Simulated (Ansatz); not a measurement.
# In4Se4 sheet: levels of theory

Aim: for In4Se4 sheet, compare levels of theory; the runs are relaxing the atoms and single point.

Method: DFT LDA, scalar-relativistic, plane waves, PAW, and further levels as typed in the inputs, in Ansatz 0.2.0.

### 1 The structure to begin with

It takes space group Cm (No. 8, monoclinic). Conventional cell: a = 6.928 Å, b = 4.040 Å, c = 31.700 Å, α = 90.00°, β = 90.00°, γ = 90.00°. Se (site symmetry m) is surrounded by 3 In at 2.65 to 2.66 Å. Around In (site symmetry m) lie 3 Se at 2.65 to 2.66 Å and 1 In at 2.79 Å.

Coordinates:

```
CELL_PARAMETERS angstrom
4.04000 0.00000 0.00000
-2.02000 3.46410 0.00000
0.00000 0.00000 31.70000
ATOMIC_POSITIONS crystal
Se 0.33333 0.66667 0.28391
In 0.00000 0.00000 0.32476
In 0.00000 0.00000 0.41278
Se 0.33333 0.66667 0.45363
Se 0.00000 0.00000 0.54637
In 0.66667 0.33333 0.58722
In 0.66667 0.33333 0.67524
Se 0.00000 0.00000 0.71609
```

### 2 Relaxing the atoms: In4Se4 sheet, no spin

The input, input.yaml:

```yaml
crystal:
  lattice:
    - [4.04, 0.0, 0.0]
    - [-2.02, 3.4641016151, 0.0]
    - [0.0, 0.0, 31.7]
  atoms:
    - { symbol: Se, position: [0.3333333333, 0.6666666667, 0.2839116719] }
    - { symbol: In, position: [0.0, 0.0, 0.3247634069] }
    - { symbol: In, position: [0.0, 0.0, 0.4127760252] }
    - { symbol: Se, position: [0.3333333333, 0.6666666667, 0.4536277603] }
    - { symbol: Se, position: [0.0, 0.0, 0.5463722397] }
    - { symbol: In, position: [0.6666666667, 0.3333333333, 0.5872239748] }
    - { symbol: In, position: [0.6666666667, 0.3333333333, 0.6752365931] }
    - { symbol: Se, position: [0.0, 0.0, 0.7160883281] }
  periodic: [true, true, false]
scf:
  occupations: { method: gaussian, width: 0.02 }
  n_extra_bands: 6
output:
  forces: true
  stress: false
  write_density: true
  write_potential: true
  elf: true
  volumetric_format: npy
kpoints:
  mp_grid: { grid: [10, 10, 1] }
hamiltonian:
  xc: lda
relax:
  f_tol: 0.004
  max_steps: 100
```

Command:

```
> ansatz run input.yaml --threads 8 --pin off --max-ram 24576MiB --backend cpu --events-out ev --progress --plain --runs-dir out
```

Output:

```text
Warning: crystal.periodic: the lattice vector that does not repeat stood 0.000° off the slab's normal, 31.700 Å along it as the deck builds it. The run solves the slab on a vector along the normal, 51.200 Å long, with every atom where it was (on the deck's vector they left 18.00 Å outside them, and the widest stretch free of ions among them is 2.94 Å). A fractional position that the run reports is one of the run's cell, which starts as this one, and not of the deck's: it goes into a deck with that cell's vectors. The slab on that cell runs as it stands in a deck that lists each atom with its symbol and moment, types crystal.periodic and leaves out crystal.checkpoint, crystal.saddle_side, crystal.structure_sha256, crystal.space_group, crystal.setting, crystal.reduce_to_primitive, crystal.supercell, crystal.defects and each atom's wyckoff. Where those keys changed the vectors of the plane, lay the indices of each lattice_plane and lattice_line anew on these rows. Along the normal they count this vector already. An outside_sphere can name other atoms there (type this run's as sites). In the order of the run's atom list the slab is: crystal.lattice: [[4.04, 0.0, 0.0], [-2.02, 3.4641016151, 0.0], [0.0, -0.0, 51.20000000308]]; position: [0.3333333333, 0.6666666667, 0.17578124997438657]; position: [0.0, 0.0, 0.2010742187130994]; position: [0.0, 0.0, 0.25556640621196985]; position: [0.3333333333, 0.6666666667, 0.2808593750125967]; position: [0.0, 0.0, 0.33828124995015807]; position: [0.6666666666999999, 0.3333333333, 0.36357421875078494]; position: [0.6666666666999999, 0.3333333333, 0.4180664062496553]; position: [0.0, 0.0, 0.4433593749883682];
Warning: RAYON_NUM_THREADS=8 ignored (pool sized by the plan → 8); use --threads N
crystal.periodic: the lattice vector that does not repeat stood 0.000° off the slab's normal, 31.700 Å along it as the deck builds it. The run solves the slab on a vector along the normal, 51.200 Å long, with every atom where it was (on the deck's vector they left 18.00 Å outside them, and the widest stretch free of ions among them is 2.94 Å). A fractional position that the run reports is one of the run's cell, which starts as this one, and not of the deck's: it goes into a deck with that cell's vectors. The slab on that cell runs as it stands in a deck that lists each atom with its symbol and moment, types crystal.periodic and leaves out crystal.checkpoint, crystal.saddle_side, crystal.structure_sha256, crystal.space_group, crystal.setting, crystal.reduce_to_primitive, crystal.supercell, crystal.defects and each atom's wyckoff. Where those keys changed the vectors of the plane, lay the indices of each lattice_plane and lattice_line anew on these rows. Along the normal they count this vector already. An outside_sphere can name other atoms there (type this run's as sites). In the order of the run's atom list the slab is: crystal.lattice: [[4.04, 0.0, 0.0], [-2.02, 3.4641016151, 0.0], [0.0, -0.0, 51.20000000308]]; position: [0.3333333333, 0.6666666667, 0.17578124997438657]; position: [0.0, 0.0, 0.2010742187130994]; position: [0.0, 0.0, 0.25556640621196985]; position: [0.3333333333, 0.6666666667, 0.2808593750125967]; position: [0.0, 0.0, 0.33828124995015807]; position: [0.6666666666999999, 0.3333333333, 0.36357421875078494]; position: [0.6666666666999999, 0.3333333333, 0.4180664062496553]; position: [0.0, 0.0, 0.4433593749883682];
scf.n_extra_bands = 6 over 58 filled bands (N_el = 116.0): the run solves 64 bands
Engine: ansatz 0.2.0, aarch64-unknown-linux-gnu
Pseudopotentials: kind: paw
Pseudopotential: Se, paw, valence charge 16, recommended cutoff 420 eV (normal), Se.paw.azcp
Pseudopotential: In, paw, valence charge 13, recommended cutoff 420 eV (normal), In.paw.azcp
Functional definition: SPW92
  exchange = slater_x
  correlation = pw_c
Crystal: 8 atoms, lattice volume = 716.542 Å³
Basis set: ecut = 420 eV, 14103 PW (Γ)
Bands: 64, of which v1, the nominal top of the filled ones, is band 58 counted from 1 (57 counted from 0)
Symmetry: 2 space group operations
Space group: Cm (ITA 8), of the structure as read, at distance tolerance 8.9e-5 Å
k-points: 31 of 100 (time reversal used)
Non-local potential: Se, projectors of the file, l = 0: 2, l = 1: 2, l = 2: 3, l = 3: 1
Non-local potential: In, projectors of the file, l = 0: 2, l = 1: 2, l = 2: 2, l = 3: 2
PAW form: soft (Blöchl's): semilocal exchange-correlation on the pseudo side does not see the compensation charge
PAW frozen core: Se, regenerated for the run's functional, and the local potential with it (the file was generated under x = pbe(κ = 0.804, μ = 0.2195149727645171), c = pbe(β = 0.06672455060314922))
PAW frozen core: In, regenerated for the run's functional, and the local potential with it (the file was generated under x = pbe(κ = 0.804, μ = 0.2195149727645171), c = pbe(β = 0.06672455060314922))
PAW one-centre angular grid: Se, 590 points (default); XC on 64 Gauss nodes
PAW one-centre angular grid: In, 590 points (default); XC on 64 Gauss nodes
Initial density: superposition of atomic densities (neutral atoms: chi_scale 0, normalization atom), corrected by the library's trained network
Initial wavefunctions: pseudopotential atomic-orbital guess
Functional: x = slater, c = lda
SCF iter   1: F=—  HF=-43365.317507 eV  |F-HF|=—  |Δ(HF+E_count)|=         —  Δρ=3.97e-3  dr2=2.21e-1  ethr=1.77e-3  ⟨swp⟩=10.0  Hψ=9921  notcnv=0
preconditioner: auto → Resta (q_TF=auto, 2.014 Å⁻¹)  ε∞=1.9  [insulator: Δε(μ)=0.895 eV  Ē_g=12.543 eV  σ=0.020 eV  W_gap=1.00  n_scr=122 (ndim 8)  ℏωp=12.1 eV  f_vac=0.668  D(μ)=0.00/eV (n_scr^D=0)  ε∞_Penn≈1.9  vacuum switching on, ρ_ref=1.1e-2 e/Å³]
SCF iter   2: F=—  HF=-43365.307208 eV  |F-HF|=—  |Δ(HF+E_count)|=   1.03e-2  Δρ=2.31e-3  dr2=3.21e-1  ethr=1.90e-4  ⟨swp⟩=4.1  Hψ=4196  notcnv=0  defer=60
SCF iter   3: F=—  HF=-43365.278598 eV  |F-HF|=—  |Δ(HF+E_count)|=   2.86e-2  Δρ=1.41e-3  dr2=4.87e-2  ethr=1.90e-4  ⟨swp⟩=2.9  Hψ=2410  notcnv=0  defer=60
SCF iter   4: F=—  HF=-43365.273954 eV  |F-HF|=—  |Δ(HF+E_count)|=   4.64e-3  Δρ=6.87e-4  dr2=3.25e-3  ethr=4.20e-5  ⟨swp⟩=2.7  Hψ=2909  notcnv=0  defer=60
SCF iter   5: F=—  HF=-43365.273587 eV  |F-HF|=—  |Δ(HF+E_count)|=   3.67e-4  Δρ=2.40e-4  dr2=5.27e-4  ethr=2.81e-6  ⟨swp⟩=2.2  Hψ=3203  notcnv=0  defer=60
SCF iter   6: F=—  HF=-43365.273691 eV  |F-HF|=—  |Δ(HF+E_count)|=   1.04e-4  Δρ=1.37e-4  dr2=1.67e-3  ethr=4.54e-7  ⟨swp⟩=3.0  Hψ=3119  notcnv=0  defer=60  recentre
SCF iter   7: F=—  HF=-43365.273561 eV  |F-HF|=—  |Δ(HF+E_count)|=   1.30e-4  Δρ=3.33e-5  dr2=2.26e-5  ethr=4.54e-7  ⟨swp⟩=2.2  Hψ=2275  notcnv=0  defer=60
SCF iter   8: F=—  HF=-43365.273592 eV  |F-HF|=—  |Δ(HF+E_count)|=   3.19e-5  Δρ=1.41e-5  dr2=1.73e-6  ethr=1.95e-8  ⟨swp⟩=3.0  Hψ=3265  notcnv=0  defer=60
SCF iter   9: F=—  HF=-43365.273593 eV  |F-HF|=—  |Δ(HF+E_count)|=   8.86e-8  Δρ=8.42e-6  dr2=1.01e-6  ethr=3.45e-10  ⟨swp⟩=14.1  Hψ=22155  notcnv=0
SCF iter  10: F=-43365.273592 eV  HF=-43365.273592 eV  |F-HF|=1.80e-7  |Δ(HF+E_count)|=   1.11e-7  Δρ=4.12e-6  dr2=1.81e-7  ethr=3.45e-10  ⟨swp⟩=10.5  Hψ=17777  notcnv=0
SCF 1 converged in 10 iterations: F = -43365.273592 eV  dr2 = 1.81e-7
relax step   1: F+E_penalty+E_count = -43365.27359229 eV  Δ(F+E_penalty+E_count) = +0.000e0 eV  max|allowed force component| = 3.906e-1 eV/Å  Δτ_max = 0.0000 Å  (10 SCF iters, dr2 threshold 4.00e-7 eV, accepted)
[... 14 lines left out ...]
relax step   2: F+E_penalty+E_count = -43365.26141936 eV  Δ(F+E_penalty+E_count) = +1.217e-2 eV  max|allowed force component| = 4.004e-1 eV/Å  Δτ_max = 0.1929 Å  (8 SCF iters, dr2 threshold 9.54e-6 eV, rejected (line search))
[... 11 lines left out ...]
relax step   3: F+E_penalty+E_count = -43365.32406773 eV  Δ(F+E_penalty+E_count) = -5.048e-2 eV  max|allowed force component| = 3.751e-2 eV/Å  Δτ_max = 0.0937 Å  (9 SCF iters, dr2 threshold 1.00e-7 eV, accepted)
[... 12 lines left out ...]
relax step   4: F+E_penalty+E_count = -43365.33272797 eV  Δ(F+E_penalty+E_count) = -8.660e-3 eV  max|allowed force component| = 2.134e-2 eV/Å  Δτ_max = 0.0974 Å  (10 SCF iters, dr2 threshold 8.79e-8 eV, accepted)
[... 12 lines left out ...]
relax step   5: F+E_penalty+E_count = -43365.33324469 eV  Δ(F+E_penalty+E_count) = -5.167e-4 eV  max|allowed force component| = 6.702e-3 eV/Å  Δτ_max = 0.0367 Å  (10 SCF iters, accepted)
[... 10 lines left out ...]
relax step   6: F+E_penalty+E_count = -43365.33330345 eV  Δ(F+E_penalty+E_count) = -5.876e-5 eV  max|allowed force component| = 1.325e-3 eV/Å  Δτ_max = 0.0086 Å  (8 SCF iters, accepted)
NSCF: frozen V_eff on 31 k-points
the band table was solved once a step of the walk had ended and its energy, with any forces and stress, was formed, with the checks that follow a solve (11430 applications of the Hamiltonian). They found nothing against the state; the energy, forces and stress were not computed again (output.eigenvalues in the input reference)
WARN: The output density's exchange-correlation potential varies sharply where the density is thin. Do not read a vacuum level from v_tot or v_xc, or from such a field of the output density. On a cell that repeats whose density bears no net charge and no dipole along the vacuum's axis use v_es (v_loc + v_h of the components); under efield.dipole_correction with no amplitude use v_es + v_field, which holds any external_charges[].barrier, or the levels of the report's work_function block, which leave it out; under a non-zero efield.amplitude the vacuum is tilted and has no level; on a cell that repeats and bears such a dipole with no correction it is tilted too, and efield.dipole_correction with no amplitude gives each side of its ramp a level where efield: is served; in a cell that repeats whose density bears a net charge (total_charge, or a fill off its count) it is curved and has none; of a slab under crystal.periodic whose density bears no net charge use v_es, which has a level on each side, short of where the two are joined; of another it falls or rises all the way out and has none; of a slab beside external_charges read slab_vacuum_level instead, which it has where they leave it neutral. The grid or the basis barely resolves most such structure, and the values can differ between equally converged runs; as a rule a tighter scf.convergence.dr2_threshold does not remove it. Where the density itself ripples (under the LDA too) a higher basis.ecutwfc lessens it. The files hold the spikes' plane waves up to the density's cutoff. Files: v_tot_of_output_density and the like, and their columns of v_z.tsv (output.write_potential); v_xc_of_output_density and the like, and their columns of v_comp_z.tsv (output.write_potential_components). Measured: with its Gaussian average of σ = 0.25 Å subtracted twice, the exchange-correlation potential is over 0.1 eV at 98 of the grid points where the equally averaged density (valence and model cores) is under 1e-3 e/Å³, and 0.192 eV at the most among them, at an averaged density of 9.6e-6 e/Å³. The input density's (outcome.potential() and, of a run that writes arrays, v_tot and v_xc) is over 0.1 eV, so measured, at 99 points of its own thin density, 0.192 eV at the most. See output.write_potential in the manual, Limitations
SCF converged after 8 iterations
Free energy (F): -43365.333303 eV
Harris-Foulkes:  -43365.333303 eV  (|F-HF|=1.38e-8)
Internal energy: -43365.333303 eV  (E = F + TS)
E sigma→0 (E₀):  -43365.333303 eV
Fermi energy:    -5.318794 eV
--- Per-component energies (eV) ---
  E_band       = -3306.605318
  E_kinetic    = 1451.820625
  E_local      = -669583.782625  (includes V_loc(G=0)·N_el)
  E_nonlocal   = -875.740954
  E_hartree    = 333429.368277
  E_xc         = -1267.519006
  E_vxc        = -797.112592  (∫ρ·V_xc dr)
  E_paw        = -23370.260328  (= ΣΔE_a)
  E_vpaw       = -360.526677  (= ΣTr[D̂ρ^β])
  E_aug_tail   = -0.002329  (compensation charges beyond the density's cutoff)
  E_ewald      = 316840.775441
  E_core_change = 10.007595  (= ΣΔE_core)
  E_smearing   = -0.000000  (= −TS)
  E_closure    = 0.000000  (closes the sum)
  Σ components = -43365.333303   (vs F -43365.333303, Δ=0.00e0)
--- Forces (eV/Å), atoms counted from 1 ---
  atom   1  Se     0.00000000    -0.00121868    -0.00057248
  atom   2  In    -0.00000000     0.00132522    -0.00068303
  atom   3  In    -0.00000000     0.00090968     0.00055966
  atom   4  Se     0.00000000    -0.00045513     0.00103653
  atom   5  Se     0.00000000    -0.00008795    -0.00119825
  atom   6  In    -0.00000000    -0.00036304    -0.00060541
  atom   7  In    -0.00000000     0.00089278     0.00084504
  atom   8  Se     0.00000000    -0.00100038     0.00014632
  max |Σ_I F_I| component: 4.72e-4 eV/Å
--- Band table (eV; the first three rows and the last of 31) ---
  k-point 0: bands = ["-53.1095", "-53.1093", "-53.1088", "-53.1086", "-53.0781", "-53.0771", "-53.0757", "-53.0748", "-53.0728", "-53.0726", "-53.0705", "-53.0702", "-53.0652", "-53.0638", "-53.0334", "-53.0316", "-53.0312", "-53.0293", "-53.0176", "-53.0159", "-20.2241", "-20.2194", "-20.0000", "-19.9980", "-19.9947", "-19.9927", "-19.8972", "-19.8941", "-19.8917", "-19.8906", "-19.8895", "-19.8887", "-19.8851", "-19.8840", "-19.7169", "-19.7032", "-19.6920", "-19.6919", "-19.6864", "-19.6863", "-19.0759", "-18.8422", "-18.7624", "-18.5961", "-11.7750", "-11.5427", "-9.4987", "-8.9546", "-6.9314", "-6.8639", "-6.7505", "-6.7209", "-6.6937", "-6.6633", "-6.6353", "-6.6227", "-6.5736", "-5.8041", "-4.9377", "-4.1389", "-3.5323", "-3.4735", "-1.3487", "-1.2852"]
[... 3 lines left out ...]
--- Relaxed structure (6 steps of the walk, 5 accepted, 0 SCFs on fresh bases) ---
  F+E_penalty+E_count = -43365.33330345 eV   max|allowed force component| = 1.325e-3 eV/Å
  cell:  # Å, volume = 716.5425 Å³
    - [4.04, 0.0, 0.0]
    - [-2.02, 3.4641016151, 0.0]
    - [0.0, -0.0, 51.20000000308]
  atoms:
    - { symbol: Se, position: [0.3356364696337328, 0.6712729392674657, 0.18005235336909764] }
    - { symbol: In, position: [0.0010738270481852668, 0.0021476540963705332, 0.20419242911533686] }
    - { symbol: In, position: [0.0009387221134155763, 0.0018774442268311522, 0.2577701041140059] }
    - { symbol: Se, position: [0.3355559829681725, 0.6711119659363451, 0.28200326534939807] }
    - { symbol: Se, position: [-0.0010643630539698414, -0.0021287261079396824, 0.337153899287143] }
    - { symbol: In, position: [0.6643730998440984, 0.32874619968819707, 0.36136929310036664] }
    - { symbol: In, position: [0.6644653634917185, 0.3289307269834373, 0.4149393040142069] }
    - { symbol: Se, position: [-0.0009791020453537595, -0.0019582040907075186, 0.4390818515014637] }
```

Wall time 2.3 min (8 threads of Arm Neoverse V2, shared host); peak memory 2.9 GiB.

Step by step:

```csv
step,E - E(step 1) (eV/cell),largest force component (eV/Å)
1,0.0000,0.3906
2,0.0122,0.4004
3,-0.0505,0.0375
4,-0.0591,0.0213
5,-0.0597,0.0067
6,-0.0597,0.0013
```

Step 1 is the start. Step 2 was tried and not accepted.

The maps below are laid out on this run's own conventional cell (a, b, c = 6.928, 4.040, 51.200 Å).

Density in a lattice plane of the grid's cell (edges 6.93 and 51.20 Å, at 0.000 of the third edge), which holds Se and In.

Values in e/Å³, 12 rows by 6 columns:
```
 0.00  0.00  0.00  0.00  0.00  0.00
 0.03  0.03  0.01  0.17  1.88  0.17
 6.93  0.20  0.02  0.06  0.09  0.23
32.04  0.36  0.10  0.06  0.02  0.28
 0.34  0.33 12.58  0.26  0.03  0.11
 0.00  0.00  0.00  0.00  0.00  0.00
 0.00  0.00  0.00  0.00  0.00  0.00
 0.00  0.00  0.00  0.00  0.00  0.00
 0.00  0.00  0.00  0.00  0.00  0.00
 0.00  0.00  0.00  0.00  0.00  0.00
 0.00  0.00  0.00  0.00  0.00  0.00
 0.00  0.00  0.00  0.00  0.00  0.00
```
Columns run along the first of these edges and rows up along the second, over one cell in 6 and 12 even steps from the bottom left corner. Atoms in the plane (fractional): Se at (0.66, 0.82), In at (1.00, 0.80), In at (1.00, 0.74), Se at (0.66, 0.72), Se at (0.00, 0.66), In at (0.34, 0.64), In at (0.34, 0.59), Se at (0.00, 0.56).

ELF in the same plane.

Ten even steps from '0' (0.00) to '9' (0.87):
```
000000
000000
000494
020572
020132
000694
751206
132300
880007
000000
000000
000000
000000
000000
000000
000000
000000
000000
000000
000000
```
Columns run along the first of these edges and rows up along the second, over one cell in 6 and 20 even steps from the bottom left corner. Atoms in the plane (fractional): Se at (0.66, 0.82), In at (1.00, 0.80), In at (1.00, 0.74), Se at (0.66, 0.72), Se at (0.00, 0.66), In at (0.34, 0.64), In at (0.34, 0.59), Se at (0.00, 0.56).

Both are smooth fields of the valence electrons: close to the nuclei they are not physical.

Outside the cores ELF peaks at 0.88 beside Se, off the lines to its neighbours, 0.9 Å from Se; 0.80 in the shell around Se, 0.8 Å from Se; 0.80 on the Se–In line, 0.9 Å from Se.

### 3 Single point

It takes the final geometry of step 2.

The input, input.yaml:

```yaml
crystal:
  lattice:
    - [4.04, 0.0, 0.0]
    - [-2.02, 3.4641016151, 0.0]
    - [0.0, 0.0, 51.2000000031]
  atoms:
    - { symbol: Se, position: [0.3356364696, 0.6712729393, 0.1800523534] }
    - { symbol: In, position: [0.001073827, 0.0021476541, 0.2041924291] }
    - { symbol: In, position: [0.0009387221, 0.0018774442, 0.2577701041] }
    - { symbol: Se, position: [0.335555983, 0.6711119659, 0.2820032653] }
    - { symbol: Se, position: [-0.0010643631, -0.0021287261, 0.3371538993] }
    - { symbol: In, position: [0.6643730998, 0.3287461997, 0.3613692931] }
    - { symbol: In, position: [0.6644653635, 0.328930727, 0.414939304] }
    - { symbol: Se, position: [-0.000979102, -0.0019582041, 0.4390818515] }
  periodic: [true, true, false]
scf:
  occupations: { method: gaussian, width: 0.01 }
  n_extra_bands: 6
output:
  eigenvalues: true
  eigenstates: { kpoints: [[0.0, 0.0, 0.0]], top_band: c3, e_range: [-3, 4] }
kpoints:
  mp_grid: { grid: [10, 10, 1] }
hamiltonian:
  xc: lda
```

Command:

```
> ansatz run input.yaml --threads 8 --pin off --max-ram 24576MiB --backend cpu --events-out ev --progress --plain --runs-dir out
```

Output, shortened:

```text
Warning: RAYON_NUM_THREADS=8 ignored (pool sized by the plan → 8); use --threads N
scf.n_extra_bands = 6 over 58 filled bands (N_el = 116.0): the run solves 64 bands
[...]
Pseudopotentials: kind: paw
Pseudopotential: Se, paw, valence charge 16, recommended cutoff 420 eV (normal), Se.paw.azcp
Pseudopotential: In, paw, valence charge 13, recommended cutoff 420 eV (normal), In.paw.azcp
Functional definition: SPW92
[...]
Crystal: 8 atoms, lattice volume = 716.542 Å³
Basis set: ecut = 420 eV, 14103 PW (Γ)
Bands: 64, of which v1, the nominal top of the filled ones, is band 58 counted from 1 (57 counted from 0)
Symmetry: 2 space group operations
Space group: Cm (ITA 8), of the structure as read, at distance tolerance 8.9e-5 Å
k-points: 31 of 100 (time reversal used)
[...]
SCF iter   1: F=—  HF=-43365.375369 eV  |F-HF|=—  |Δ(HF+E_count)|=         —  Δρ=3.97e-3  dr2=1.89e-1  ethr=1.77e-3  ⟨swp⟩=10.5  Hψ=10045  notcnv=0
[...]
SCF iter  10: F=-43365.333303 eV  HF=-43365.333303 eV  |F-HF|=9.39e-8  |Δ(HF+E_count)|=   2.00e-7  Δρ=3.16e-6  dr2=9.32e-8  ethr=8.62e-11  ⟨swp⟩=12.3  Hψ=8907  notcnv=0
[...]
NSCF: frozen V_eff on 1 k-points
SCF converged after 10 iterations
Free energy (F): -43365.333303 eV
[...]
E sigma→0 (E₀):  -43365.333303 eV
Fermi energy:    -5.318878 eV
[...]
--- Band table (eV; the first three rows and the last of 31) ---
[...]
```

Run time: 27 s. Hardware: 8 threads of Arm Neoverse V2, shared host; peak memory 2.6 GiB.

[end of part 1 of 2]
